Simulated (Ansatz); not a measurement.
System: α-phase Li3N. Method: HSE06-D3(BJ) (Ansatz, a program for electronic structure, plane waves, PAW).

Run with plane-wave cutoff 460 eV, 9×9×8 k mesh (along the axes of the cell as run), Fermi–Dirac smearing 0.01 eV, scalar-relativistic PAW data made under PBE.

Computed at the level's own relaxed cell.

```
Li3N
1.0
    1.75461    -3.03907     0.00000
    1.75461     3.03907     0.00000
    0.00000     0.00000     3.74188
Li N
3 1
Direct
  0.33333   0.66667   0.00000
  0.66667   0.33333   0.00000
  0.00000   0.00000   0.50000
  0.00000   0.00000   0.00000
```

**Question.** List the 5 lowest band energies at Γ above −25 eV (eV, relative to the valence band maximum), grouping those that round alike.

**Answer.** At Γ: -12.86, -1.82, -0.25 (×2), 2.29.

Note: the run warned that its exchange threshold was loose for the stress.
